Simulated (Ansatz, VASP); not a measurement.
## TePb: VASP beside Ansatz

```
CELL_PARAMETERS angstrom
4.00229 0.00000 0.00000
0.00000 4.00229 0.00000
0.00000 0.00000 4.00229
ATOMIC_POSITIONS crystal
Pb 0.00000 0.00000 0.00000
Te 0.50000 0.50000 0.50000
```

Measurements of this composition are mostly on another form, of space group No. 225.

Alike in both runs: task single point; functional PBE; k mesh 7 × 7 × 7; occupations gaussian, width 0.021 eV; no spin polarisation.

```csv
,VASP,Ansatz
version,VASP 6.6.1,Ansatz 0.2.0
potentials or method,"VASP PAW PBE potentials, release 64 (Pb_d, Te), cutoff 520 eV","all-electron LAPW, scalar-relativistic"
```

VASP gave:

```
gap on the k mesh at the Fermi level (eV) : none
pressure (GPa)                            : 0.0
```

Q: What did Ansatz give for the same quantities?

A: gap on the k mesh at the Fermi level (eV): none; pressure (GPa): 0.1.

A gap of «none» marks a metal or a gap that the smearing closes. Ansatz ran all-electron here, so the differences hold the error of VASP's frozen core and of both bases.

The runs have no spin-orbit coupling, so splittings on Pb, Te are missing.
